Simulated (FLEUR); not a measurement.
# GaN (F-43m) in FLEUR: notebook

The runs below take GaN through band structure, equation of state, with AM05.

Program: FLEUR MaX-R8.1 (later development tree). These are calculated values, not measurements. Logs are shortened: lines on timing, memory, paths and dates and some standing lists are left out, and cuts for length are marked.

**The experiment to reproduce.**

A printed reference work, textbook reports, for a bulk crystal of GaN at 0 K: band gap 3.299 eV (direct).

The results are compared with them further down.

## 1. The structure

The structure is cubic, space group F-43m (No. 216). Conventional cell: a = 4.507 Å, b = 4.507 Å, c = 4.507 Å, α = 90.00°, β = 90.00°, γ = 90.00°. Ga (site symmetry -43m) is surrounded by 4 N at 1.95 Å. N (site symmetry -43m) is surrounded by 4 Ga at 1.95 Å.

The cell is a database's computed one.

## 2. Band structure, AM05

Input file inp.xml:

```xml
<?xml version="1.0" encoding="UTF-8" standalone="no"?>
<fleurInput fleurInputVersion="0.39">
   <comment>
      GaN                                                                                                 
   </comment>
   <calculationSetup>
      <cutoffs Kmax="5.05" Gmax="15.7" GmaxXC="15.7" numbands="0"/>
      <scfLoop itmax="60" minDistance="0.00001" maxIterBroyd="15" imix="Anderson" alpha="0.05" precondParam="0.0" spinf="2.0" sdNocoIR="T"/>
      <coreElectrons ctail="T" frcor="F" kcrel="0" coretail_lmax="0"/>
      <xcFunctional name="LibXC" relativisticCorrections="F">
         <LibXCName exchange="gga_x_am05" correlation="gga_c_am05"/>
      </xcFunctional>
      <magnetism jspins="1"/>
      <soc l_soc="F" theta="0.0" phi="0.0" spav="F"/>
      <expertModes spex="0" secvar="F"/>
      <geometryOptimization l_f="F" forcealpha="1.0" forcemix="BFGS" epsdisp="0.00001" epsforce="0.00001"/>
      <ldaU l_linMix="F" mixParam="0.05" spinf="1.0"/>
   </calculationSetup>
   <cell>
      <bzIntegration valenceElectrons="26.0" mode="hist" fermiSmearingEnergy="0.00183747">
         <kPointListSelection listName="default-1"/>
         <!-- k-points included here -->
         <xi:include xmlns:xi="http://www.w3.org/2001/XInclude" href="kpts.xml"> </xi:include>
      </bzIntegration>
      <!-- symmetry operations included here -->
      <xi:include xmlns:xi="http://www.w3.org/2001/XInclude" href="sym.xml"> </xi:include>
      <bulkLattice scale="1.0">
[... 33 lines left out ...]
         </electronConfig>
         <energyParameters s="2" p="2" d="3" f="4"/>
         <lo type="SCLO" l="0" n="2" eDeriv="2"/>
         <lo type="SCLO" l="1" n="2" eDeriv="2"/>
         <lo type="SCLO" l="2" n="3" eDeriv="2"/>
      </species>
   </atomSpecies>
   <atomGroups>
      <atomGroup species="Gallium (Ga)">
         <relPos label="                   1">.0000000000 .0000000000 .0000000000</relPos>
         <force calculate="T" relaxXYZ="TTT"/>
      </atomGroup>
      <atomGroup species="Nitrogen (N)">
         <relPos label="                   2">1.000/4.000 1.000/4.000 1.000/4.000</relPos>
         <force calculate="T" relaxXYZ="TTT"/>
      </atomGroup>
   </atomGroups>
   <output dos="F" band="F" slice="F">
      <checks vchk="F" cdinf="F"/>
      <bandDOS minEnergy="-.5*Htr" maxEnergy="0.5*Htr" sigma="0.015" storeEVData="T"/>
      <vacuumDOS vacdos="F" integ="F" star="F" nstars="0" locx1="0.0" locy1="0.0" locx2="0.0" locy2="0.0" nstm="0" tworkf="0.0"/>
      <unfoldingBand unfoldBand="F" supercellX="1" supercellY="1" supercellZ="1"/>
      <plotting iplot="0" polar="F">
         <plot TwoD="T" vec1="  1.0  0.0  0.0" vec2="  0.0  1.0  0.0" vec3="  0.0  0.0  1.0" zero="  0.0  0.0  0.0" file="plot"/>
      </plotting>
      <chargeDensitySlicing numkpt="0" minEigenval="0.0" maxEigenval="0.0" nnne="0" pallst="F"/>
      <specialOutput eonly="F"/>
      <moessbauerParams electricFieldGradient="T" isomerShift="T" coreHyperfine="T" valenceHyperfine="T"/>
      <magneticCircularDichroism mcd="F" energyLo="-10.0" energyUp="0.0"/>
   </output>
  <!-- We include the file relax.xml here to enable relaxations (see documentation) -->
  <xi:include xmlns:xi="http://www.w3.org/2001/XInclude" href="relax.xml"> <xi:fallback/> </xi:include>
</fleurInput>
```

Input file crystal.txt:

```
GaN
&input cartesian=F /
0.0000000000  2.2535006075  2.2535006075
2.2535006075  0.0000000000  2.2535006075
2.2535006075  2.2535006075  0.0000000000
1.8897261246
1.0 1.0 1.0

2
31 0.0000000000  0.0000000000  0.0000000000
7 0.2500000000  0.2500000000  0.2500000000

&kpt div1=10 div2=10 div3=10 gamma=T /
```

Input file inp.xml (bands):

```
<?xml version="1.0" encoding="UTF-8" standalone="no"?>
<fleurInput fleurInputVersion="0.39">
   <comment>
      GaN                                                                                                 
   </comment>
   <calculationSetup>
      <cutoffs Kmax="5.05" Gmax="15.7" GmaxXC="15.7" numbands="0"/>
      <scfLoop itmax="60" minDistance="0.00001" maxIterBroyd="15" imix="Anderson" alpha="0.05" precondParam="0.0" spinf="2.0" sdNocoIR="T"/>
      <coreElectrons ctail="T" frcor="F" kcrel="0" coretail_lmax="0"/>
      <xcFunctional name="LibXC" relativisticCorrections="F">
         <LibXCName exchange="gga_x_am05" correlation="gga_c_am05"/>
      </xcFunctional>
      <magnetism jspins="1"/>
      <soc l_soc="F" theta="0.0" phi="0.0" spav="F"/>
      <expertModes spex="0" secvar="F"/>
      <geometryOptimization l_f="F" forcealpha="1.0" forcemix="BFGS" epsdisp="0.00001" epsforce="0.00001"/>
      <ldaU l_linMix="F" mixParam="0.05" spinf="1.0"/>
   </calculationSetup>
   <cell>
      <bzIntegration valenceElectrons="26.0" mode="hist" fermiSmearingEnergy="0.00183747">
         <kPointListSelection listName="path-1"/>
         <!-- k-points included here -->
         <xi:include xmlns:xi="http://www.w3.org/2001/XInclude" href="kpts.xml"> </xi:include>
      </bzIntegration>
      <!-- symmetry operations included here -->
      <xi:include xmlns:xi="http://www.w3.org/2001/XInclude" href="sym.xml"> </xi:include>
      <bulkLattice scale="1.0">
         <bravaisMatrix>
[... 33 lines left out ...]
         <energyParameters s="2" p="2" d="3" f="4"/>
         <lo type="SCLO" l="0" n="2" eDeriv="2"/>
         <lo type="SCLO" l="1" n="2" eDeriv="2"/>
         <lo type="SCLO" l="2" n="3" eDeriv="2"/>
      </species>
   </atomSpecies>
   <atomGroups>
      <atomGroup species="Gallium (Ga)">
         <relPos label="                   1">.0000000000 .0000000000 .0000000000</relPos>
         <force calculate="T" relaxXYZ="TTT"/>
      </atomGroup>
      <atomGroup species="Nitrogen (N)">
         <relPos label="                   2">1.000/4.000 1.000/4.000 1.000/4.000</relPos>
         <force calculate="T" relaxXYZ="TTT"/>
      </atomGroup>
   </atomGroups>
   <output dos="F" band="T" slice="F">
      <checks vchk="F" cdinf="F"/>
      <bandDOS minEnergy="-.5*Htr" maxEnergy="0.5*Htr" sigma="0.015" storeEVData="T"/>
      <vacuumDOS vacdos="F" integ="F" star="F" nstars="0" locx1="0.0" locy1="0.0" locx2="0.0" locy2="0.0" nstm="0" tworkf="0.0"/>
      <unfoldingBand unfoldBand="F" supercellX="1" supercellY="1" supercellZ="1"/>
      <plotting iplot="0" polar="F">
         <plot TwoD="T" vec1="  1.0  0.0  0.0" vec2="  0.0  1.0  0.0" vec3="  0.0  0.0  1.0" zero="  0.0  0.0  0.0" file="plot"/>
      </plotting>
      <chargeDensitySlicing numkpt="0" minEigenval="0.0" maxEigenval="0.0" nnne="0" pallst="F"/>
      <specialOutput eonly="F"/>
      <moessbauerParams electricFieldGradient="T" isomerShift="T" coreHyperfine="T" valenceHyperfine="T"/>
      <magneticCircularDichroism mcd="F" energyLo="-10.0" energyUp="0.0"/>
   </output>
  <!-- We include the file relax.xml here to enable relaxations (see documentation) -->
  <xi:include xmlns:xi="http://www.w3.org/2001/XInclude" href="relax.xml"> <xi:fallback/> </xi:include>
</fleurInput>
```

Potentials or basis: all-electron, FLAPW.

The run is started by

```sh
inpgen -f crystal.txt -profile fastHighL
# inp.xml edited to the form shown
fleur_MPI
fleur_MPI   # second run, on inp.xml (bands)
```

The log of the run:

```text
Welcome to FLEUR        (www.flapw.de)
      MaX-Release 8.1          (www.max-centre.eu)
 func_ids         135         120         135         120
The functional 'Armiento & Mattsson 05' is an exchange functional, it belongs to the 'GGA' family and is defined in the reference(s):
[1] R. Armiento and A. E. Mattsson.,  Phys. Rev. B 72, 085108 (2005)
[2] A. E. Mattsson, R. Armiento, J. Paier, G. Kresse, J. M. Wills, and T. R. Mattsson.,  J. Chem. Phys. 128, 084714 (2008)
The functional 'Armiento & Mattsson 05' is a correlation functional, it belongs to the 'GGA' family and is defined in the reference(s):
[1] R. Armiento and A. E. Mattsson.,  Phys. Rev. B 72, 085108 (2005)
[2] A. E. Mattsson, R. Armiento, J. Paier, G. Kresse, J. M. Wills, and T. R. Mattsson.,  J. Chem. Phys. 128, 084714 (2008)
 Using same functional for VXC and EXC

 ========== k-point set info ==========
 Selected k-point list: default-1
 k-point list type: mesh
 10 x 10 x 10
 Number of k points: 47

 ------------Calculation Setup---------------------------
 Number of MPI-tasks      :            1
 Number of PE/node        :            1
 Number of OMP-threads    :            1
 Most efficient MPI parallelization for:
           1          47
 Additional eigenvalue parallelization possible
 Number of basis functions:          428
 Approximate size of matrices (H+S) per k-point:         0.005 GB
 --------------------------------------------------------
 Iteration:     1   Distance:      23.47666695 me/bohr^3
 Iteration:     2   Distance:      20.14733613 me/bohr^3
 Iteration:     3   Distance:       7.77013004 me/bohr^3
 Iteration:     4   Distance:       4.31115062 me/bohr^3
 Iteration:     5   Distance:       3.19762761 me/bohr^3
 Iteration:     6   Distance:       0.38381053 me/bohr^3
 Iteration:     7   Distance:       0.37413477 me/bohr^3
 Iteration:     8   Distance:       0.04247099 me/bohr^3
 Iteration:     9   Distance:       0.04459601 me/bohr^3
 Iteration:    10   Distance:       0.00571442 me/bohr^3
 Iteration:    11   Distance:       0.00431909 me/bohr^3
 Iteration:    12   Distance:       0.00042455 me/bohr^3
 Iteration:    13   Distance:       0.00042997 me/bohr^3
 Iteration:    14   Distance:       0.00002718 me/bohr^3
 Iteration:    15   Distance:       0.00000733 me/bohr^3

 ********************************************************************
 Run finished successfully
 Stop message:
   all done
 ********************************************************************
```

It took 64 s on 1 thread of Arm Neoverse V1, shared host; peak memory 0.06 GiB.

Results:

- Free energy: -54312.4128 eV
- Band gap on the k mesh: 1.77 eV, direct
- Band gap along the path: 1.77 eV, direct
- Valence electrons inside the program's atomic spheres: Ga 18.74; N 3.56 (radii Ga 1.94, N 1.48 bohr)

Levels at the corners of the path, in eV from the valence-band top:
| point | band 10 | band 11 | band 12 | band 13 | band 14 | band 15 | band 16 | band 17 |
| --- | --- | --- | --- | --- | --- | --- | --- | --- |
| Γ | -13.23 | 0.00 | 0.00 | 0.00 | 1.77 | 10.23 | 10.23 | 10.23 |
| X | -11.44 | -6.16 | -2.72 | -2.72 | 3.29 | 6.61 | 11.65 | 13.91 |
| W | -11.15 | -5.73 | -3.72 | -3.67 | 6.16 | 8.39 | 10.24 | 11.03 |
| K | -11.28 | -5.90 | -4.29 | -2.19 | 4.93 | 7.84 | 11.01 | 12.78 |
| Γ | -13.23 | 0.00 | 0.00 | 0.00 | 1.77 | 10.23 | 10.23 | 10.23 |
| L | -11.90 | -7.08 | -0.97 | -0.97 | 4.63 | 8.68 | 10.29 | 10.29 |
| U | -11.28 | -5.90 | -4.29 | -2.19 | 4.93 | 7.84 | 11.01 | 12.78 |
| W | -11.15 | -5.73 | -3.72 | -3.67 | 6.16 | 8.39 | 10.24 | 11.03 |
| L | -11.90 | -7.08 | -0.97 | -0.97 | 4.63 | 8.68 | 10.29 | 10.29 |
| K | -11.28 | -5.90 | -4.29 | -2.19 | 4.93 | 7.84 | 11.01 | 12.78 |
| U | -11.28 | -5.90 | -4.29 | -2.19 | 4.93 | 7.84 | 11.01 | 12.78 |
| X | -11.44 | -6.16 | -2.72 | -2.72 | 3.29 | 6.61 | 11.65 | 13.91 |

Core levels (eV from the Fermi level):
```tsv
atom	levels
1 Ga	1s1/2 -10203.3, 2s1/2 -1253.6, 2p1/2 -1109.8, 2p3/2 -1082.2
2 N	1s1/2 -372.4
```

## 3. Equation of state, AM05, 10.76 Å³/atom (volume scaled by 0.94)

Changes to inp.xml since step 2:

```diff
@@ -6,3 +6,3 @@
    <calculationSetup>
-      <cutoffs Kmax="5.05" Gmax="15.7" GmaxXC="15.7" numbands="0"/>
+      <cutoffs Kmax="5.21" Gmax="16.2" GmaxXC="16.2" numbands="0"/>
       <scfLoop itmax="60" minDistance="0.00001" maxIterBroyd="15" imix="Anderson" alpha="0.05" precondParam="0.0" spinf="2.0" sdNocoIR="T"/>
@@ -26,3 +26,3 @@
       <xi:include xmlns:xi="http://www.w3.org/2001/XInclude" href="sym.xml"> </xi:include>
-      <bulkLattice scale="1.0">
+      <bulkLattice scale="0.9795861087">
          <bravaisMatrix>
@@ -36,3 +36,3 @@
       <species name="Gallium (Ga)" element="Ga" atomicNumber="31">
-         <mtSphere radius="1.94" gridPoints="641" logIncrement="0.019"/>
+         <mtSphere radius="1.88" gridPoints="641" logIncrement="0.019"/>
          <atomicCutoffs lmax="8" lnonsphr="6"/>
@@ -53,3 +53,3 @@
       <species name="Nitrogen (N)" element="N" atomicNumber="7">
-         <mtSphere radius="1.48" gridPoints="489" logIncrement="0.021"/>
+         <mtSphere radius="1.44" gridPoints="489" logIncrement="0.021"/>
          <atomicCutoffs lmax="8" lnonsphr="6"/>
```

Potentials or basis: all-electron, FLAPW.

The run is started by

```sh
inpgen -f crystal.txt -profile fastHighL
# inp.xml edited to the form shown
fleur_MPI
```

The log of the run:

```text
Welcome to FLEUR        (www.flapw.de)
      MaX-Release 8.1          (www.max-centre.eu)
 func_ids         135         120         135         120
The functional 'Armiento & Mattsson 05' is an exchange functional, it belongs to the 'GGA' family and is defined in the reference(s):
[1] R. Armiento and A. E. Mattsson.,  Phys. Rev. B 72, 085108 (2005)
[2] A. E. Mattsson, R. Armiento, J. Paier, G. Kresse, J. M. Wills, and T. R. Mattsson.,  J. Chem. Phys. 128, 084714 (2008)
The functional 'Armiento & Mattsson 05' is a correlation functional, it belongs to the 'GGA' family and is defined in the reference(s):
[1] R. Armiento and A. E. Mattsson.,  Phys. Rev. B 72, 085108 (2005)
[2] A. E. Mattsson, R. Armiento, J. Paier, G. Kresse, J. M. Wills, and T. R. Mattsson.,  J. Chem. Phys. 128, 084714 (2008)
 Using same functional for VXC and EXC

 ========== k-point set info ==========
 Selected k-point list: default-1
 k-point list type: mesh
 10 x 10 x 10
 Number of k points: 47

 ------------Calculation Setup---------------------------
 Number of MPI-tasks      :            1
 Number of PE/node        :            1
 Number of OMP-threads    :            1
 Most efficient MPI parallelization for:
           1          47
 Additional eigenvalue parallelization possible
 Number of basis functions:          443
 Approximate size of matrices (H+S) per k-point:         0.006 GB
 --------------------------------------------------------
 Iteration:     1   Distance:      24.92191489 me/bohr^3
 Iteration:     2   Distance:      21.48889731 me/bohr^3
 Iteration:     3   Distance:       8.08674851 me/bohr^3
 Iteration:     4   Distance:       4.53489774 me/bohr^3
 Iteration:     5   Distance:       3.43776589 me/bohr^3
 Iteration:     6   Distance:       0.38794924 me/bohr^3
 Iteration:     7   Distance:       0.37784287 me/bohr^3
 Iteration:     8   Distance:       0.04328640 me/bohr^3
 Iteration:     9   Distance:       0.04081598 me/bohr^3
 Iteration:    10   Distance:       0.00418042 me/bohr^3
 Iteration:    11   Distance:       0.00172802 me/bohr^3
 Iteration:    12   Distance:       0.00046823 me/bohr^3
 Iteration:    13   Distance:       0.00003555 me/bohr^3
 Iteration:    14   Distance:       0.00002801 me/bohr^3
 Iteration:    15   Distance:       0.00000415 me/bohr^3

 ********************************************************************
 Run finished successfully
 Stop message:
   all done
 ********************************************************************
```

Wall time 62 s (1 thread of Arm Neoverse V1, shared host); peak memory 0.08 GiB.

What came out:

* Free energy: -54312.3707 eV
* Band gap on the k mesh: 2.16 eV, direct
* Valence electrons inside the program's atomic spheres: Ga 18.62; N 3.46 (radii Ga 1.88, N 1.44 bohr)

## 4. Equation of state, AM05, 10.99 Å³/atom (volume scaled by 0.96)

Changes to inp.xml since step 3:

```diff
@@ -26,3 +26,3 @@
       <xi:include xmlns:xi="http://www.w3.org/2001/XInclude" href="sym.xml"> </xi:include>
-      <bulkLattice scale="0.9795861087">
+      <bulkLattice scale="0.9864848297">
          <bravaisMatrix>
```

The run is started by

```sh
inpgen -f crystal.txt -profile fastHighL
# inp.xml edited to the form shown
fleur_MPI
```

Run time: 73 s. Hardware: 1 thread of Arm Neoverse V1, shared host; peak memory 0.08 GiB.

It converged, with:

```yaml
Free_energy: -54312.3969 eV
Band_gap_on_the_k_mesh: 2.03 eV, direct
Valence_electrons_inside_the_program's_atomic_spheres: Ga 18.61; N 3.45 (radii Ga 1.88, N 1.44 bohr)
```

## 5. Equation of state, AM05, 11.44 Å³/atom

Changes to inp.xml since step 4:

```diff
@@ -26,3 +26,3 @@
       <xi:include xmlns:xi="http://www.w3.org/2001/XInclude" href="sym.xml"> </xi:include>
-      <bulkLattice scale="0.9864848297">
+      <bulkLattice scale="1.0000000000">
          <bravaisMatrix>
```

The run is started by

```sh
inpgen -f crystal.txt -profile fastHighL
# inp.xml edited to the form shown
fleur_MPI
```

It took 78 s on 1 thread of Arm Neoverse V1, shared host; peak memory 0.09 GiB.

The run converged. Its results:

```
Free energy                                           : -54312.4121 eV
Band gap on the k mesh                                : 1.77 eV, direct
Valence electrons inside the program's atomic spheres : Ga 18.58; N 3.42 (radii Ga 1.88, N 1.44 bohr)
```

## 6. Equation of state, AM05, 11.90 Å³/atom (volume scaled by 1.04)

Changes to inp.xml since step 5:

```diff
@@ -26,3 +26,3 @@
       <xi:include xmlns:xi="http://www.w3.org/2001/XInclude" href="sym.xml"> </xi:include>
-      <bulkLattice scale="1.0000000000">
+      <bulkLattice scale="1.0131594038">
          <bravaisMatrix>
```

Potentials or basis: all-electron, FLAPW.

The run is started by

```sh
inpgen -f crystal.txt -profile fastHighL
# inp.xml edited to the form shown
fleur_MPI
```

Run time: 77 s. Hardware: 1 thread of Arm Neoverse V1, shared host; peak memory 0.09 GiB.

Results (log left out):

- Free energy: -54312.3856 eV
- Band gap on the k mesh: 1.53 eV, direct
- Valence electrons inside the program's atomic spheres: Ga 18.55; N 3.39 (radii Ga 1.88, N 1.44 bohr)

## 7. Equation of state, AM05, 12.13 Å³/atom (volume scaled by 1.06)

Changes to inp.xml since step 6:

```diff
@@ -26,3 +26,3 @@
       <xi:include xmlns:xi="http://www.w3.org/2001/XInclude" href="sym.xml"> </xi:include>
-      <bulkLattice scale="1.0131594038">
+      <bulkLattice scale="1.0196128224">
          <bravaisMatrix>
```

The run is started by

```sh
inpgen -f crystal.txt -profile fastHighL
# inp.xml edited to the form shown
fleur_MPI
```

Wall time 79 s (1 thread of Arm Neoverse V1, shared host); peak memory 0.09 GiB.

The run converged. Its results:

| Property | Result |
| --- | --- |
| Free energy | -54312.3593 eV |
| Band gap on the k mesh | 1.41 eV, direct |
| Valence electrons inside the program's atomic spheres | Ga 18.54; N 3.38 (radii Ga 1.88, N 1.44 bohr) |

## 8. Equation of state, AM05

This step only gathers the single runs of the series.

What came out:

```
Equilibrium volume                      : 11.37 Å³/atom
Bulk modulus                            : 187 GPa
Pressure derivative of the bulk modulus : 4.3 (rough: it moves with the points fitted)
```

Energy against volume, from the lowest point:
| volume (Å³/atom) | energy (meV/atom) |
| --- | --- |
| 10.757 | 20.68 |
| 10.986 | 7.57 |
| 11.444 | 0.00 |
| 11.902 | 13.24 |
| 12.131 | 26.38 |

## 9. Against experiment

Step 2. A measured gap of GaN is 3.299 eV (direct; 0 K; a printed reference work, textbook); the calculated 1.77 eV misses it by -1.53 eV. Spin-orbit coupling on Ga is left out. The value is that of AM05, without temperature or zero-point motion. Semilocal functionals fall short of measured gaps as a rule. The cell is a database's relaxed one, not the measured one, which moves gaps too.
